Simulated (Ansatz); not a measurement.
# SnO: the cost of one run

Computed with Ansatz 0.2.0 (DFT PBE, scalar-relativistic, plane waves, PAW, unless a step's input says otherwise).

## (1) Starting point

It takes space group Cmc2_1 (No. 36, orthorhombic). The conventional cell has a = 5.000 Å, b = 5.720 Å, c = 11.120 Å, α = 90.00°, β = 90.00°, γ = 90.00°. Sn (site symmetry m) is surrounded by 2 O at 2.15 Å. Sn (site symmetry m) is surrounded by 2 O at 1.99 Å. Around O (site symmetry 1) lie 1 O at 1.80 Å and 2 Sn at 1.99 to 2.15 Å.

Structure file:

```
Sn O
1.0
   -10.00000    0.00000    0.00000
     0.00000  -11.44000    0.00000
     0.00000    5.72000   11.12000
Sn O
32 32
Direct
  0.00000 0.00000 0.00000
  0.00000 0.50000 0.00000
  0.75000 0.75000 0.00000
  0.75000 0.25000 0.00000
  0.50000 0.50000 0.00000
  0.50000 0.00000 0.00000
  0.25000 0.25000 0.00000
  0.25000 0.75000 0.00000
  0.00000 0.25000 0.50000
  0.00000 0.75000 0.50000
  0.75000 0.00000 0.50000
  0.75000 0.50000 0.50000
  0.50000 0.75000 0.50000
  0.50000 0.25000 0.50000
  0.25000 0.50000 0.50000
  0.25000 0.00000 0.50000
  0.75000 0.15650 0.25400
  0.75000 0.65650 0.25400
  0.50000 0.90650 0.25400
  0.50000 0.40650 0.25400
  0.25000 0.65650 0.25400
  0.25000 0.15650 0.25400
  0.00000 0.40650 0.25400
  0.00000 0.90650 0.25400
  0.75000 0.34750 0.75400
  0.75000 0.84750 0.75400
  0.50000 0.09750 0.75400
  0.50000 0.59750 0.75400
  0.25000 0.84750 0.75400
  0.25000 0.34750 0.75400
  0.00000 0.59750 0.75400
  0.00000 0.09750 0.75400
  0.66000 0.31500 0.38000
  0.66000 0.81500 0.38000
  0.41000 0.06500 0.38000
  0.41000 0.56500 0.38000
  0.16000 0.81500 0.38000
  0.16000 0.31500 0.38000
  0.91000 0.56500 0.38000
  0.91000 0.06500 0.38000
  0.84000 0.31500 0.88000
  0.84000 0.81500 0.88000
  0.59000 0.06500 0.88000
  0.59000 0.56500 0.88000
  0.34000 0.81500 0.88000
  0.34000 0.31500 0.88000
  0.09000 0.56500 0.88000
  0.09000 0.06500 0.88000
  0.84000 0.31500 0.38000
  0.84000 0.81500 0.38000
  0.59000 0.06500 0.38000
  0.59000 0.56500 0.38000
  0.34000 0.81500 0.38000
  0.34000 0.31500 0.38000
  0.09000 0.56500 0.38000
  0.09000 0.06500 0.38000
  0.66000 0.31500 0.88000
  0.66000 0.81500 0.88000
  0.41000 0.06500 0.88000
  0.41000 0.56500 0.88000
  0.16000 0.81500 0.88000
  0.16000 0.31500 0.88000
  0.91000 0.56500 0.88000
  0.91000 0.06500 0.88000
```

The runs take a perfect supercell of 64 atoms; the defect goes to fractional position (0.660, 0.315, 0.380).

## (2) The perfect supercell

Contents of input.yaml:

```yaml
crystal:
  lattice:
    - [-10.0, 0.0, 0.0]
    - [0.0, -11.44, 0.0]
    - [0.0, 5.72, 11.12]
  atoms:
    - { symbol: Sn, position: [0.0, 0.0, 0.0] }
    - { symbol: Sn, position: [0.0, 0.5, 0.0] }
    - { symbol: Sn, position: [0.75, 0.75, 0.0] }
    - { symbol: Sn, position: [0.75, 0.25, 0.0] }
    - { symbol: Sn, position: [0.5, 0.5, 0.0] }
    - { symbol: Sn, position: [0.5, 0.0, 0.0] }
    - { symbol: Sn, position: [0.25, 0.25, 0.0] }
    - { symbol: Sn, position: [0.25, 0.75, 0.0] }
    - { symbol: Sn, position: [0.0, 0.25, 0.5] }
    - { symbol: Sn, position: [0.0, 0.75, 0.5] }
    - { symbol: Sn, position: [0.75, 0.0, 0.5] }
    - { symbol: Sn, position: [0.75, 0.5, 0.5] }
    - { symbol: Sn, position: [0.5, 0.75, 0.5] }
    - { symbol: Sn, position: [0.5, 0.25, 0.5] }
    - { symbol: Sn, position: [0.25, 0.5, 0.5] }
    - { symbol: Sn, position: [0.25, 0.0, 0.5] }
    - { symbol: Sn, position: [0.75, 0.1565, 0.254] }
    - { symbol: Sn, position: [0.75, 0.6565, 0.254] }
    - { symbol: Sn, position: [0.5, 0.9065, 0.254] }
    - { symbol: Sn, position: [0.5, 0.4065, 0.254] }
    - { symbol: Sn, position: [0.25, 0.6565, 0.254] }
    - { symbol: Sn, position: [0.25, 0.1565, 0.254] }
    - { symbol: Sn, position: [0.0, 0.4065, 0.254] }
    - { symbol: Sn, position: [0.0, 0.9065, 0.254] }
    - { symbol: Sn, position: [0.75, 0.3475, 0.754] }
    - { symbol: Sn, position: [0.75, 0.8475, 0.754] }
    - { symbol: Sn, position: [0.5, 0.0975, 0.754] }
    - { symbol: Sn, position: [0.5, 0.5975, 0.754] }
    - { symbol: Sn, position: [0.25, 0.8475, 0.754] }
    - { symbol: Sn, position: [0.25, 0.3475, 0.754] }
    - { symbol: Sn, position: [0.0, 0.5975, 0.754] }
    - { symbol: Sn, position: [0.0, 0.0975, 0.754] }
    - { symbol: O, position: [0.66, 0.315, 0.38] }
    - { symbol: O, position: [0.66, 0.815, 0.38] }
    - { symbol: O, position: [0.41, 0.065, 0.38] }
    - { symbol: O, position: [0.41, 0.565, 0.38] }
    - { symbol: O, position: [0.16, 0.815, 0.38] }
    - { symbol: O, position: [0.16, 0.315, 0.38] }
    - { symbol: O, position: [0.91, 0.565, 0.38] }
    - { symbol: O, position: [0.91, 0.065, 0.38] }
    - { symbol: O, position: [0.84, 0.315, 0.88] }
    - { symbol: O, position: [0.84, 0.815, 0.88] }
    - { symbol: O, position: [0.59, 0.065, 0.88] }
    - { symbol: O, position: [0.59, 0.565, 0.88] }
    - { symbol: O, position: [0.34, 0.815, 0.88] }
    - { symbol: O, position: [0.34, 0.315, 0.88] }
    - { symbol: O, position: [0.09, 0.565, 0.88] }
    - { symbol: O, position: [0.09, 0.065, 0.88] }
    - { symbol: O, position: [0.84, 0.315, 0.38] }
    - { symbol: O, position: [0.84, 0.815, 0.38] }
    - { symbol: O, position: [0.59, 0.065, 0.38] }
    - { symbol: O, position: [0.59, 0.565, 0.38] }
    - { symbol: O, position: [0.34, 0.815, 0.38] }
    - { symbol: O, position: [0.34, 0.315, 0.38] }
    - { symbol: O, position: [0.09, 0.565, 0.38] }
    - { symbol: O, position: [0.09, 0.065, 0.38] }
    - { symbol: O, position: [0.66, 0.315, 0.88] }
    - { symbol: O, position: [0.66, 0.815, 0.88] }
    - { symbol: O, position: [0.41, 0.065, 0.88] }
    - { symbol: O, position: [0.41, 0.565, 0.88] }
    - { symbol: O, position: [0.16, 0.815, 0.88] }
    - { symbol: O, position: [0.16, 0.315, 0.88] }
    - { symbol: O, position: [0.91, 0.565, 0.88] }
    - { symbol: O, position: [0.91, 0.065, 0.88] }
basis:
  ecutwfc: 420
  fft_grid_basis: typed
kpoints:
  mp_grid: { grid: [1, 1, 1] }
hamiltonian:
  xc: pbe
  pseudopotentials: { kind: paw }
scf:
  occupations: { method: gaussian, width: 0.05 }
output:
  forces: true
  stress: false
  eigenvalues: true
  bader: false
  write_density: true
  volumetric_format: npy
```

Started as:

```sh
ansatz run input.yaml --threads 8 --pin off --max-ram 16384MiB --backend cpu --events-out ev --progress --plain --runs-dir out
```

**Question.** How long does this run take on 8 threads of Arm Neoverse V1, shared host, and how much memory does it need?

About 7.2 s, with a peak of 1.7 GiB.
